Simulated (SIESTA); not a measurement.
Crystal: CaO.

```
CELL_PARAMETERS angstrom
0.00000 2.40356 2.40356
2.40356 0.00000 2.40356
2.40356 2.40356 0.00000
ATOMIC_POSITIONS crystal
Ca 0.00000 0.00000 0.00000
O 0.50000 0.50000 0.50000
```

The cell is a database's computed one.

Base run:

| Property | Result |
| --- | --- |
| Program | SIESTA 5.4.2 |
| Functional | vdW-DF-cx |
| Potentials or basis | PseudoDojo 0.4 standard (PBE files) |
| Basis | DZP (energy shift 0.003 Ry; two zetas on semicore shells; d shell added on Ca) |
| Grid cutoff | 800 Ry |
| Energy shift | 0.003 Ry |
| k mesh | 10 × 10 × 10 |
| Occupations | fermi-dirac, width 0.05 eV |
| Spin | no spin polarisation |

Its results: band gap on the k mesh 3.63 eV, indirect (least direct gap 4.01 eV); pressure -1.1 GPa.

Problem. After a change of settings the same cell gave: band gap on the k mesh 3.72 eV, indirect (least direct gap 4.09 eV); pressure 5.7 GPa. Which change was it?
A. functional from vdW-DF-cx to LDA; potentials or basis from PseudoDojo 0.4 standard (PBE files) to PseudoDojo 0.4 standard (LDA files)
B. functional from vdW-DF-cx to PBEsol; potentials or basis from PseudoDojo 0.4 standard (PBE files) to PseudoDojo 0.4 standard (PBEsol files)
C. functional from vdW-DF-cx to PBE; basis from DZP (energy shift 0.003 Ry; two zetas on semicore shells; d shell added on Ca) to TZDP (energy shift 0.003 Ry; two zetas on semicore shells; d shell added on Ca)
D. functional from vdW-DF-cx to BLYP

Solution. D.

Caveats: the potentials were made for another functional, which shifts forces and pressure; the basis of atomic orbitals isn't converged, which shifts pressures, moduli and gaps.

Not every run made on this cell is shown here.
